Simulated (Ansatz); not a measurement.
# BaTiO3 (P1) in Ansatz: further runs

The runs below take BaTiO3 through relaxation of cell and atoms, single point, with RPBE+D3(BJ), PBE, PBE+U.

Program: Ansatz 0.2.0. These are calculated values, not measurements. Logs are shortened: lines on timing, memory, paths and dates and some standing lists are left out, and cuts for length are marked.

## Step 1: The crystal as given

The typed cell holds 10 atoms: a = 3.964 Å, b = 5.669 Å, c = 5.729 Å, α = 93.55°, β = 92.29°, γ = 91.36°.

## Step 2: Relaxation of cell and atoms, RPBE+D3(BJ)

The input, input.yaml:

```yaml
crystal:
  lattice:
    - [-0.09159188, 0.02278148, -3.96239693]
    - [3.88088382, 4.13177996, 0.06849871]
    - [3.92317125, -4.17406739, 0.11385529]
  atoms:
    - { symbol: Ba, position: [0.9974869, 0.00014772, 0.00042717] }
    - { symbol: Ba, position: [0.99982027, 0.4987526, 0.50108677] }
    - { symbol: Ti, position: [0.5007474, 0.49905912, 0.99785408] }
    - { symbol: Ti, position: [0.50365646, 0.99876813, 0.49738197] }
    - { symbol: O, position: [0.99895966, 0.49877997, 0.99824097] }
    - { symbol: O, position: [0.00194463, 0.99975533, 0.50211677] }
    - { symbol: O, position: [0.49413247, 0.25152792, 0.25251016] }
    - { symbol: O, position: [0.49937016, 0.75231443, 0.7482599] }
    - { symbol: O, position: [0.50325957, 0.25086477, 0.74968771] }
    - { symbol: O, position: [0.50062248, 0.75003001, 0.25243449] }
hamiltonian:
  xc: rpbe
  pseudopotentials: { kind: paw }
  dispersion: d3bj
kpoints:
  mp_grid: { grid: [7, 5, 5] }
scf:
  occupations: { method: fermi_dirac, width: 0.05 }
output:
  forces: true
  stress: true
  eigenvalues: true
  write_density: true
  write_potential: true
  elf: true
  volumetric_format: npy
relax:
  f_tol: 0.01
  max_steps: 40
  cell: { stress_tol: 0.05 }
```

Potentials or basis: Ansatz PAW.

Run with:

```bash
$ ansatz run input.yaml --threads 4 --pin off --max-ram 11264MiB --backend cpu --events-out ev --progress --plain --runs-dir out
```

Log:

```text
Warning: RAYON_NUM_THREADS=4 ignored (pool sized by the plan → 4); use --threads N
Engine: ansatz 0.2.0, aarch64-unknown-linux-gnu
Pseudopotentials: kind: paw
Pseudopotential: Ba, paw, valence charge 10, recommended cutoff 420 eV (normal), Ba.paw.azcp
Pseudopotential: Ti, paw, valence charge 12, recommended cutoff 420 eV (normal), Ti.paw.azcp
Pseudopotential: O, paw, valence charge 6, recommended cutoff 420 eV (normal), O.paw.azcp
Functional definition: RPBE
  parameter kappa = 0.804
  parameter beta = 0.06672455060314922
  exchange = rpbe_x(kappa = kappa, mu = beta*pi^2/3)
  correlation = pbe_c(beta = beta)
Crystal: 10 atoms, lattice volume = 128.343 Å³
Basis set: ecut = 420 eV, 2511 PW (Γ), exchange–correlation on 54×80×80 points (8 copies of the dense FFT grid, shifted against one another)
Bands: 50, of which v1, the nominal top of the filled ones, is band 40 counted from 1 (39 counted from 0)
Symmetry: 1 space group operations
Space group: P1 (ITA 1), of the structure as read, at distance tolerance 5.0e-5 Å
k-points: 88 of 175 (time reversal used)
Non-local potential: Ba, projectors of the file, l = 0: 3, l = 1: 2, l = 2: 2, l = 3: 2
Non-local potential: Ti, projectors of the file, l = 0: 3, l = 1: 2, l = 2: 3, l = 3: 1
Non-local potential: O, projectors of the file, l = 0: 2, l = 1: 2, l = 2: 1
PAW form: soft (Blöchl's): semilocal exchange-correlation on the pseudo side does not see the compensation charge
PAW frozen core: Ba, regenerated for the run's functional, and the local potential with it (the file was generated under x = pbe(κ = 0.804, μ = 0.2195149727645171), c = pbe(β = 0.06672455060314922))
PAW frozen core: Ti, regenerated for the run's functional, and the local potential with it (the file was generated under x = pbe(κ = 0.804, μ = 0.2195149727645171), c = pbe(β = 0.06672455060314922))
PAW frozen core: O, regenerated for the run's functional, and the local potential with it (the file was generated under x = pbe(κ = 0.804, μ = 0.2195149727645171), c = pbe(β = 0.06672455060314922))
PAW one-centre angular grid: Ba, 194 points (default); XC on 64 Gauss nodes
PAW one-centre angular grid: Ti, 590 points (default); XC on 64 Gauss nodes
[... 120 lines left out ...]
  E_vxc        = -1104.077277  (∫ρ·V_xc dr)
  E_paw        = -13527.519247  (= ΣΔE_a)
  E_vpaw       = -616.658186  (= ΣTr[D̂ρ^β])
  E_aug_tail   = 0.015075  (compensation charges beyond the density's cutoff)
  E_ewald      = -5850.434557
  E_disp       = -18.300358  (pairwise vdW)
  E_core_change = -0.329842  (= ΣΔE_core)
  E_smearing   = -0.000000  (= −TS)
  E_closure    = 0.000000  (closes the sum)
  Σ components = -20373.790611   (vs F -20373.790611, Δ=0.00e0)
--- Forces (eV/Å), atoms counted from 1 ---
  atom   1  Ba    -0.00012717     0.00003181     0.00000968
  atom   2  Ba    -0.00007529    -0.00017336    -0.00004288
  atom   3  Ti    -0.00007406     0.00000844     0.00014701
  atom   4  Ti     0.00000425    -0.00016522    -0.00011597
  atom   5  O      0.00003017     0.00000936    -0.00008633
  atom   6  O      0.00002442     0.00003411     0.00009278
  atom   7  O      0.00001441     0.00013479     0.00002510
  atom   8  O      0.00000502     0.00006474     0.00002272
  atom   9  O      0.00008658     0.00004320    -0.00002658
  atom  10  O      0.00011167     0.00001215    -0.00002552
  max |Σ_I F_I| component: 9.24e-9 eV/Å
--- Stress (GPa, compression-positive) ---
       -0.003133      -0.000293      -0.001251
       -0.000293      -0.006304      -0.000321
       -0.001251      -0.000321      -0.004732
  P = ⅓ Tr σ = -0.0047 GPa (-0.047 kbar)
--- Band table (eV; the first three rows and the last of 88) ---
  k-point 0: bands = ["-44.1396", "-44.1365", "-20.4492", "-20.4492", "-20.3666", "-20.3666", "-20.3665", "-20.3591", "-12.3754", "-12.0299", "-5.0683", "-4.8575", "-4.4999", "-4.4998", "-4.3169", "-4.3169", "2.4045", "2.4045", "2.4045", "2.4135", "2.4135", "2.9878", "7.5428", "7.6590", "7.8749", "9.0494", "9.0495", "9.9198", "9.9198", "9.9199", "10.4611", "10.7613", "10.7613", "10.7613", "11.3257", "11.3257", "12.0020", "12.0878", "12.0879", "12.0879", "14.1342", "14.1342", "14.1342", "16.2190", "16.2191", "16.6871", "16.8056", "16.8057", "17.4928", "17.4929"]
  k-point 1: bands = ["-44.1393", "-44.1368", "-20.4420", "-20.4413", "-20.3752", "-20.3745", "-20.3658", "-20.3598", "-12.3358", "-12.0554", "-5.0950", "-4.9806", "-4.4837", "-4.4814", "-4.3356", "-4.2703", "2.4066", "2.4121", "2.4491", "2.5393", "2.5579", "2.9182", "7.7238", "7.9340", "8.0755", "9.1557", "9.1654", "9.5694", "9.7737", "9.8436", "10.3641", "10.5110", "10.5862", "10.7729", "10.9970", "11.2439", "11.5774", "11.8904", "11.9015", "11.9144", "14.3556", "14.4280", "14.5582", "16.0214", "16.0752", "16.4991", "16.9788", "17.3064", "17.8058", "17.8868"]
  k-point 2: bands = ["-44.1386", "-44.1376", "-20.4225", "-20.4208", "-20.3970", "-20.3952", "-20.3639", "-20.3616", "-12.2381", "-12.1304", "-5.1517", "-5.1313", "-4.4400", "-4.3945", "-4.3835", "-4.2867", "2.4095", "2.4105", "2.5751", "2.7526", "2.7791", "2.8033", "8.1572", "8.6118", "8.7184", "8.8125", "9.2844", "9.3962", "9.4982", "9.6350", "9.6490", "9.9924", "10.5109", "10.7050", "10.8583", "10.9491", "11.0465", "11.4529", "11.6888", "11.7456", "14.8896", "15.0523", "15.2925", "15.5150", "15.6619", "15.9838", "17.3255", "17.6300", "18.4433", "18.8074"]
  k-point 87: bands = ["-44.1376", "-44.1355", "-20.4494", "-20.4462", "-20.4418", "-20.4154", "-20.3931", "-20.3617", "-12.1221", "-11.9657", "-5.3142", "-4.4136", "-4.4017", "-4.1711", "-4.1681", "-4.1106", "1.6942", "1.7680", "1.9646", "2.5244", "2.7448", "2.8250", "7.6058", "7.8344", "7.9456", "8.5725", "8.7372", "8.9870", "9.1167", "9.1626", "9.6969", "9.7014", "9.7616", "10.4289", "10.9249", "11.0188", "11.4237", "11.6021", "11.6595", "11.9897", "15.0281", "16.1107", "16.1811", "16.6434", "16.6898", "16.8449", "17.4651", "19.6281", "19.6379", "20.0281"]
--- Relaxed structure (6 steps of the walk, 6 accepted, 2 SCFs on fresh bases) ---
  F+E_penalty+E_count = -20373.79061131 eV   max|allowed force component| = 1.734e-4 eV/Å   (the final SCF, on the basis selected at the relaxed cell)
  cell:  # Å, volume = 115.0004 Å³
    - [-0.00021847086149881512, 4.475929867894107e-5, -3.8597233970214533]
    - [3.859711023634455, 3.859748644706804, -0.00013587842295616215]
    - [3.8597036690326965, -3.8597418732811977, -0.00024083754815749925]
  atoms:
    - { symbol: Ba, position: [1.0000004722181544, 2.167925808634367e-6, 1.1175592821904753e-6] }
    - { symbol: Ba, position: [0.999999143719937, 0.5000044384267848, 0.4999989716447456] }
    - { symbol: Ti, position: [0.5000066333150832, 0.5000054159674207, 0.9999989604177403] }
    - { symbol: Ti, position: [0.49999463966773106, 1.0000066071111213, 0.49999881196570817] }
    - { symbol: O, position: [0.9999989530861396, 0.499996561467268, 0.9999998166285224] }
    - { symbol: O, position: [9.489253450562001e-7, 0.9999971835761572, 0.5000004587866808] }
    - { symbol: O, position: [0.5000010276284348, 0.24999707946175234, 0.2500010754203991] }
    - { symbol: O, position: [0.5000009546912201, 0.7499972000305238, 0.7500003674276786] }
    - { symbol: O, position: [0.49999859714672856, 0.24999648910645322, 0.7500006615944166] }
    - { symbol: O, position: [0.49999862960122565, 0.7499968569267109, 0.24999974855482612] }
```

rho_z.tsv:

```text
# z_ang	rho[e/angstrom^3]
# format = ansatz-planar-average/11
# lattice	-0.000218471	0.000044759	-3.859723397
# lattice	3.859711024	3.859748645	-0.000135878
# lattice	3.859703669	-3.859741873	-0.000240838
# sites	10
# site	56	-0.000205790	0.000048813	-3.859725220
# site	56	3.859502038	0.000069245	-3.859908450
# site	22	5.789466836	-1.929820254	-1.930196079
# site	22	5.789474540	1.929930175	-1.930097307
# site	8	5.789326731	-1.929835356	-3.860028132
# site	8	5.789553758	1.929865067	-0.000259960
# site	8	1.929737316	0.000008649	-1.929959844
# site	8	5.789442395	0.000015233	-1.930147920
# site	8	3.859585275	-1.929862969	-1.930070881
# site	8	3.859586848	1.929887234	-1.930018527
0.000000	1.086408e0
0.136462	1.041054e0
0.272924	9.143612e-1
0.409385	7.412354e-1
0.545847	5.801050e-1
0.682309	4.796900e-1
[... 32 lines left out ...]
5.185549	9.143704e-1
5.322010	1.041059e0
```

v_z.tsv:

```text
# z_ang	v_es[eV]	v_tot[eV]
# format = ansatz-planar-average/11
# xc	rpbe
# density_cutoff_ev	1680
# datasets	Ba=:simpson_from_first_knot:soft:shift=447724	Ti=:simpson_from_first_knot:soft:shift=484770	O=:simpson_from_first_knot:soft:shift=155083
# lattice	-0.000218471	0.000044759	-3.859723397
# lattice	3.859711024	3.859748645	-0.000135878
# lattice	3.859703669	-3.859741873	-0.000240838
# sites	10
# site	56	-0.000205790	0.000048813	-3.859725220
# site	56	3.859502038	0.000069245	-3.859908450
# site	22	5.789466836	-1.929820254	-1.930196079
# site	22	5.789474540	1.929930175	-1.930097307
# site	8	5.789326731	-1.929835356	-3.860028132
# site	8	5.789553758	1.929865067	-0.000259960
# site	8	1.929737316	0.000008649	-1.929959844
# site	8	5.789442395	0.000015233	-1.930147920
# site	8	3.859585275	-1.929862969	-1.930070881
# site	8	3.859586848	1.929887234	-1.930018527
0.000000	3.815898e-1	-1.276711e1
0.136462	8.069008e-1	-1.216867e1
0.272924	2.043450e0	-1.068587e1
0.409385	3.877008e0	-8.466500e0
0.545847	6.156796e0	-5.698522e0
0.682309	8.251279e0	-3.106879e0
[... 32 lines left out ...]
5.185549	2.043459e0	-1.068587e1
5.322010	8.069051e-1	-1.216866e1
```

It took 4.8 min on 4 threads of Arm Neoverse N1, shared host; peak memory 0.83 GiB.

What came out:

| Quantity | Value |
| --- | --- |
| Free energy | -20373.7906 eV |
| Relaxed volume | 11.50 Å³/atom |
| Relaxed cell | a = 3.860 Å, b = 5.458 Å, c = 5.458 Å, α = 90.00°, β = 90.00°, γ = 90.00° |
| Space group after relaxing (to 0.05 Å) | Pm-3m (No. 221) |
| Energy gained by relaxing | 121.1 meV/atom |
| Ionic steps | 8 |
| Pressure after relaxing | 0.0 GPa |
| Band gap on the k mesh | 2.05 eV |

The path:
```csv
step,energy change (eV),largest force (eV/Å),volume (Å³)
1,0.0000,0.2709,128.34
2,-1.1200,0.1403,117.47
3,-1.2198,0.1634,113.82
4,-1.2301,0.0891,115.21
5,-1.2305,0.0017,115.18
6,-1.2107,0.0017,115.18
7,-1.2115,0.0002,115.00
8,-1.2111,0.0002,115.00
```

Final structure:
```
Ba Ti O
1.0
    -0.00022    0.00004   -3.85972
     3.85971    3.85975   -0.00014
     3.85970   -3.85974   -0.00024
Ba Ti O
2 2 6
Cartesian
  -0.0002 0.0000 -3.8597
  3.8595 0.0001 -3.8599
  5.7895 -1.9298 -1.9302
  5.7895 1.9299 -1.9301
  5.7893 -1.9298 -3.8600
  5.7896 1.9299 -0.0003
  1.9297 0.0000 -1.9300
  5.7894 0.0000 -1.9301
  3.8596 -1.9299 -1.9301
  3.8596 1.9299 -1.9300
```

Levels at points of the mesh, in eV from the valence-band top:
| k point | band 36 | band 37 | band 38 | band 39 | band 40 | band 41 | band 42 | band 43 | band 44 | band 45 |
| --- | --- | --- | --- | --- | --- | --- | --- | --- | --- | --- |
| (0.00, 0.00, 0.00) | -0.76 | -0.09 | 0.00 | 0.00 | 0.00 | 2.05 | 2.05 | 2.05 | 4.13 | 4.13 |

Caveat: odd divisions of the mesh miss points on the zone boundary, where band edges often lie, so the gap on the mesh can be too wide; the plane-wave basis is chosen anew once the cell has moved, so the energies of steps on either side of that aren't comparable; the pressure holds a Pulay correction of +0.5 GPa for the finite cutoff; spin-orbit coupling is left out, which moves the levels of the heavy elements; the volume moved by -10 % from the deposited cell, more than functionals usually miss; the PAW data sets come from PBE, with cores solved anew for the run's functional, which leaves a small shift of forces and pressure. A k mesh can miss the band edges.

(Part 1 of 2 ends here.)
